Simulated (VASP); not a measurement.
BN (zincblende), GW calculation on PBE orbitals: Ansatz's output and VASP's

```
B N
1.0
     0.00000    1.80483    1.80483
     1.80483    0.00000    1.80483
     1.80483    1.80483    0.00000
B N
1 1
Direct
  0.00000 0.00000 0.00000
  0.25000 0.25000 0.25000
```

Ansatz printed

```
SCF 1 converged in 6 iterations: F = -542.269921 eV  dr2 = 1.11e-11
  greatest PAW one-centre occupation: 0.787 electrons in one spin orbital (limit 2), on the N atom at site 1 (counted from 0), in its partial waves of l = 0
NSCF: frozen V_eff on 16 k-points
G₀W₀ screening: q 1/16
G₀W₀ screening: q 2/16 (q-point 6)
G₀W₀ screening: q 3/16 (q-point 7)
G₀W₀ screening: q 4/16 (q-point 8)
G₀W₀ screening: q 5/16 (q-point 11)
G₀W₀ screening: q 6/16 (q-point 14)
G₀W₀ screening: q 7/16 (q-point 15)
G₀W₀ screening: q 8/16 (q-point 9)
G₀W₀ screening: q 9/16 (q-point 12)
G₀W₀ screening: q 10/16 (q-point 16)
G₀W₀ screening: q 11/16 (q-point 2)
G₀W₀ screening: q 12/16 (q-point 3)
G₀W₀ screening: q 13/16 (q-point 5)
G₀W₀ screening: q 14/16 (q-point 10)
G₀W₀ screening: q 15/16 (q-point 4)
G₀W₀ screening: q 16/16 (q-point 13)
G₀W₀ self-energy: k 1/8
G₀W₀ self-energy: k 2/8
G₀W₀ self-energy: k 3/8
G₀W₀ self-energy: k 4/8
G₀W₀ self-energy: k 5/8
G₀W₀ self-energy: k 6/8
G₀W₀ self-energy: k 7/8
G₀W₀ self-energy: k 8/8
NSCF: frozen V_eff on 1 k-points
NSCF: frozen V_eff on 1 k-points
SCF converged after 6 iterations
Free energy (F): -542.269921 eV
Harris-Foulkes:  -542.269921 eV  (|F-HF|=6.37e-12)
Internal energy: -542.269921 eV  (E = F + TS)
E sigma→0 (E₀):  -542.269921 eV
Fermi energy:    11.254098 eV
--- Per-component energies (eV) ---
  E_band       = 26.857434
  E_kinetic    = 185.906063
  E_local      = -174.893445  (includes V_loc(G=0)·N_el)
  E_nonlocal   = 56.617822
  E_hartree    = 49.009723
  E_xc         = -93.511371
  E_vxc        = -116.315324  (∫ρ·V_xc dr)
  E_paw        = -206.483084  (= ΣΔE_a)
  E_vpaw       = -22.477242  (= ΣTr[D̂ρ^β])
  E_aug_tail   = 0.000104  (compensation charges beyond the density's cutoff)
  E_ewald      = -358.915733
  E_smearing   = -0.000000  (= −TS)
  E_closure    = 0.000000  (closes the sum)
  Σ components = -542.269921   (vs F -542.269921, Δ=0.00e0)
--- Band table (eV; the first three rows and the last of 16) ---
  k-point 0: bands = ["-9.0292", "11.2541", "11.2541", "11.2541", "20.1040", "20.1040", "20.1040", "21.6475"]
  k-point 1: bands = ["-8.3566", "8.2343", "10.6318", "10.6318", "20.6350", "21.0181", "21.0181", "23.5411"]
  k-point 2: bands = ["-6.4850", "3.3600", "9.6860", "9.6860", "21.2079", "21.9422", "21.9422", "25.8328"]
  k-point 15: bands = ["-3.1861", "3.0366", "5.0344", "5.0765", "19.0474", "23.3130", "26.3839", "28.1020"]
--- G₀W₀: contour deformation, 6 samples at zero and on the imaginary axis and 2 off it, 216 q-points, 87 empty bands' worth ---
  eigenvalues of the whole cell's RPA ε∞ on this k-mesh (on a slab, of 1 + 4πα/V) = 4.4577, 4.4577, 4.4577; static W/v taken at q = 0 is 0.224332
  bands read: the sum over 91 bands ends inside a degenerate multiplet in 5 slots, whose members it reads at an even weight; the widest, k=0: bands 90 to 92 (counted from 1) at 2/3 each
  gw.qp_kpoints: band_edges: 8 of 16 stored k-points solved, in 1 pass; an edge of the gap read off the rows below is read off those points alone
    valence top: of the k-points left out ik 8 came nearest to being solved in a further pass, in band 4 (counted from 1, as in the quasiparticle table): it holds the edge there only if its correction is more favourable than any solved in that band by at least 0.858 eV; those differ by 0.387 eV
    conduction bottom: of the k-points left out ik 10 came nearest to being solved in a further pass, in band 5 (counted from 1, as in the quasiparticle table): it holds the edge there only if its correction is more favourable than any solved in that band by at least 1.778 eV; those differ by 0.589 eV
    ik  band        ε_KS         Σx   Σc(E_QP)       V_xc       Z   E_QP_lin       E_QP  E_QP is
     0     3     11.2541   -22.9209     2.5436   -19.3036  0.8244    10.1758    10.1804  root
     0     4     11.2541   -22.9209     2.5436   -19.3036  0.8244    10.1758    10.1804  root
     0     5     20.1040    -7.9373    -5.5798   -14.6968  0.8381    21.2903    21.2838  root
     0     6     20.1040    -7.9373    -5.5798   -14.6968  0.8381    21.2903    21.2838  root
     1     3     10.6318   -22.6768     2.6559   -18.8968  0.8234     9.5024     9.5078  root
     1     4     10.6318   -22.6768     2.6559   -18.8968  0.8234     9.5024     9.5078  root
     1     5     20.6350    -9.0488    -5.6640   -15.7478  0.8333    21.6753    21.6700  root
     1     6     21.0181    -8.0733    -5.7940   -15.1035  0.8332    22.2621    22.2543  root
     2     3      9.6860   -22.5952     2.9028   -18.4833  0.8209     8.4700     8.4768  root
     2     4      9.6860   -22.5952     2.9028   -18.4833  0.8209     8.4700     8.4768  root
     2     5     21.2079    -9.7862    -5.7630   -16.4984  0.8302    22.1617    22.1571  root
     2     6     21.9422    -7.8355    -5.9689   -15.0464  0.8306    23.1927    23.1842  root
     3     3      9.3045   -22.6260     3.0164   -18.3653  0.8196     8.0527     8.0601  root
     3     4      9.3045   -22.6260     3.0164   -18.3653  0.8196     8.0527     8.0601  root
     3     5     21.4486   -10.0742    -5.7914   -16.7848  0.8292    22.3722    22.3678  root
     3     6     21.9973    -7.6324    -5.9144   -14.7463  0.8327    23.2047    23.1969  root
     4     3      9.4972   -22.2685     2.8693   -18.1853  0.8213     8.2764     8.2833  root
     4     4      9.4972   -22.2685     2.8693   -18.1853  0.8213     8.2764     8.2833  root
     4     5     19.0374    -8.1160    -5.3515   -14.4428  0.8417    20.0168    20.0126  root
     4     6     22.6009    -8.4619    -6.1456   -15.9420  0.8241    23.9460    23.9354  root
     9     3      7.2043   -22.2205     3.4799   -17.3404  0.8128     5.7926     5.8041  root
     9     4      7.2043   -22.2205     3.4799   -17.3404  0.8128     5.7926     5.8041  root
     9     5     16.9743    -8.0506    -4.9431   -13.7085  0.8483    17.6911    17.6891  root
     9     6     21.5933    -7.7944    -5.5159   -14.1393  0.8420    22.4257    22.4224  root
...
```

Each program uses its own PAW datasets. VASP's cell holds 8 valence electrons and Ansatz's 8. Both sum 87 empty bands with a screening cutoff of 220 eV, short of the basis and mesh limit, and the G₀W₀ gap is that of the linearised levels of the first step.

**Question.** What does VASP give for the same cell and level of theory?

**Answer.** PBE gap on the mesh 4.47 eV; G₀W₀ gap on the mesh 6.12 eV.

From OUTCAR

```
k-points           NKPTS =     16   k-points in BZ     NKDIM =    216   number of bands    NBANDS=     91

   NELECT =       8.0000    total number of electrons

   dimension x,y,z NGX =    20 NGY =   20 NGZ =   20
   dimension x,y,z NGXF=    40 NGYF=   40 NGZF=   40

  energy-cutoff  :      500.00
  volume of cell :       11.76
      direct lattice vectors                 reciprocal lattice vectors
     0.000000000  1.804825464  1.804825464    -0.277035098  0.277035098  0.277035098
     1.804825464  0.000000000  1.804825464     0.277035098 -0.277035098  0.277035098
     1.804825464  1.804825464  0.000000000     0.277035098  0.277035098 -0.277035098

 k-points in reciprocal lattice and weights: KPOINTS created by Atomic Simulation Env
   0.00000000  0.00000000  0.00000000       0.005
   0.16666667  0.00000000  0.00000000       0.037
   0.33333333  0.00000000  0.00000000       0.037
   0.50000000  0.00000000  0.00000000       0.019
   0.16666667  0.16666667  0.00000000       0.028
   0.33333333  0.16666667  0.00000000       0.111
   0.50000000  0.16666667  0.00000000       0.111
  -0.33333333  0.16666667  0.00000000       0.111
   ...

 QP shifts <psi_nk| G(iteration)W_0 |psi_nk>: iteration 1
 for sc-GW calculations column KS-energies equals QP-energies in previous step
 and V_xc(KS)=  KS-energies - (<T + V_ion + V_H > + <T+V_H+V_ion>^1  + <V_x>^1)

 k-point   1 :       0.0000    0.0000    0.0000
  band No.  KS-energies  QP-energies   sigma(KS)   V_xc(KS)     V^pw_x(r,r')   Z            occupation Imag(sigma)

      1     -12.7663     -14.9128     -18.2486     -15.4969     -26.5175       0.7801       2.0000       1.4176
      2       7.5172       6.4846     -19.5529     -18.2993     -21.9090       0.8237       2.0000       0.0594
      3       7.5172       6.4846     -19.5529     -18.2993     -21.9090       0.8237       2.0000       0.0594
      4       7.5172       6.4846     -19.5529     -18.2993     -21.9090       0.8237       2.0000       0.0594
      5      16.3585      17.5910     -12.3229     -13.8010      -7.0178       0.8338       0.0000      -0.0840
      6      16.3585      17.5910     -12.3229     -13.8010      -7.0178       0.8338       0.0000      -0.0840
      7      16.3585      17.5910     -12.3229     -13.8010      -7.0178       0.8338       0.0000      -0.0840
      8      17.9366      18.9216     -14.2338     -15.4442      -8.3820       0.8138       0.0000      -0.1037
      9      32.3459      32.7176     -10.9867     -11.4570      -3.3124       0.7903       0.0000      -0.5394
     10      35.3495      36.3979     -12.0886     -13.3424      -5.4646       0.8362       0.0000      -0.5397
     11      35.3495      36.3979     -12.0886     -13.3424      -5.4646       0.8362       0.0000      -0.5397
     12      35.9536      36.3838     -10.5820     -11.1068      -3.0540       0.8199       0.0000      -0.9168

 ...

 QP shifts <psi_nk| G(iteration)W_0 |psi_nk>: iteration 2

 k-point   1 :       0.0000    0.0000    0.0000
  band No. old QP-enery  QP-energies   sigma(KS)   T+V_ion+V_H  V^pw_x(r,r')   Z            occupation Imag(sigma)

      1     -14.9128     -15.3149     -18.1595       2.7305     -26.5175       0.7790       2.0000       1.5127
      2       6.4846       6.3429     -19.5034      25.8165     -21.9090       0.8265       2.0000       0.0599
      3       6.4846       6.3429     -19.5034      25.8165     -21.9090       0.8265       2.0000       0.0599
      4       6.4846       6.3429     -19.5034      25.8165     -21.9090       0.8265       2.0000       0.0599
      5      17.5910      17.7314     -12.4004      30.1595      -7.0178       0.8350       0.0000      -0.0854
      6      17.5910      17.7314     -12.4004      30.1595      -7.0178       0.8350       0.0000      -0.0854
      7      17.5910      17.7314     -12.4004      30.1595      -7.0178       0.8350       0.0000      -0.0854
      8      18.9216      19.0705     -14.2768      33.3808      -8.3820       0.8166       0.0000      -0.1050
      9      32.7176      32.8793     -10.8815      43.8029      -3.3124       0.7931       0.0000      -0.4680
     10      36.3979      36.5030     -12.1679      48.6918      -5.4646       0.8345       0.0000      -0.5380
     11      36.3979      36.5030     -12.1679      48.6918      -5.4646       0.8345       0.0000      -0.5380
     12      36.3838      36.5004     -10.5341      47.0604      -3.0540       0.8183       0.0000      -0.8275

 ...

 QP shifts <psi_nk| G(iteration)W_0 |psi_nk>: iteration 3

 k-point   1 :       0.0000    0.0000    0.0000
  band No. old QP-enery  QP-energies   sigma(KS)   T+V_ion+V_H  V^pw_x(r,r')   Z            occupation Imag(sigma)

      1     -15.3149     -15.3957     -18.1497       2.7305     -26.5175       0.7747       2.0000       1.5356
      2       6.3429       6.3221     -19.4987      25.8165     -21.9090       0.8274       2.0000       0.0600
      3       6.3429       6.3221     -19.4987      25.8165     -21.9090       0.8274       2.0000       0.0600
      4       6.3429       6.3221     -19.4987      25.8165     -21.9090       0.8274       2.0000       0.0600
      5      17.7314      17.7486     -12.4075      30.1595      -7.0178       0.8354       0.0000      -0.0856
      6      17.7314      17.7486     -12.4075      30.1595      -7.0178       0.8354       0.0000      -0.0856
      7      17.7314      17.7486     -12.4075      30.1595      -7.0178       0.8354       0.0000      -0.0856
      8      19.0705      19.0907     -14.2855      33.3808      -8.3820       0.8166       0.0000      -0.1049
      9      32.8793      32.9095     -10.8856      43.8029      -3.3124       0.7922       0.0000      -0.4686
     10      36.5030      36.5168     -12.1723      48.6918      -5.4646       0.8344       0.0000      -0.5348
     11      36.5030      36.5168     -12.1723      48.6918      -5.4646       0.8344       0.0000      -0.5348
     12      36.5004      36.5206     -10.5352      47.0604      -3.0540       0.8178       0.0000      -0.8238

 ...

 QP shifts <psi_nk| G(iteration)W_0 |psi_nk>: iteration 4

 k-point   1 :       0.0000    0.0000    0.0000
  band No. old QP-enery  QP-energies   sigma(KS)   T+V_ion+V_H  V^pw_x(r,r')   Z            occupation Imag(sigma)

      1     -15.3957     -15.4117     -18.1470       2.7305     -26.5175       0.7748       2.0000       1.5415
      2       6.3221       6.3189     -19.4984      25.8165     -21.9090       0.8274       2.0000       0.0600
      3       6.3221       6.3189     -19.4984      25.8165     -21.9090       0.8274       2.0000       0.0600
      4       6.3221       6.3189     -19.4984      25.8165     -21.9090       0.8274       2.0000       0.0600
      5      17.7486      17.7508     -12.4083      30.1595      -7.0178       0.8355       0.0000      -0.0856
      6      17.7486      17.7508     -12.4083      30.1595      -7.0178       0.8355       0.0000      -0.0856
      7      17.7486      17.7508     -12.4083      30.1595      -7.0178       0.8355       0.0000      -0.0856
      8      19.0907      19.0933     -14.2869      33.3808      -8.3820       0.8167       0.0000      -0.1049
      9      32.9095      32.9143     -10.8873      43.8029      -3.3124       0.7920       0.0000      -0.4692
     10      36.5168      36.5188     -12.1727      48.6918      -5.4646       0.8343       0.0000      -0.5343
     11      36.5168      36.5188     -12.1727      48.6918      -5.4646       0.8343       0.0000      -0.5343
     12      36.5206      36.5238     -10.5359      47.0604      -3.0540       0.8178       0.0000      -0.8238

 ...
```
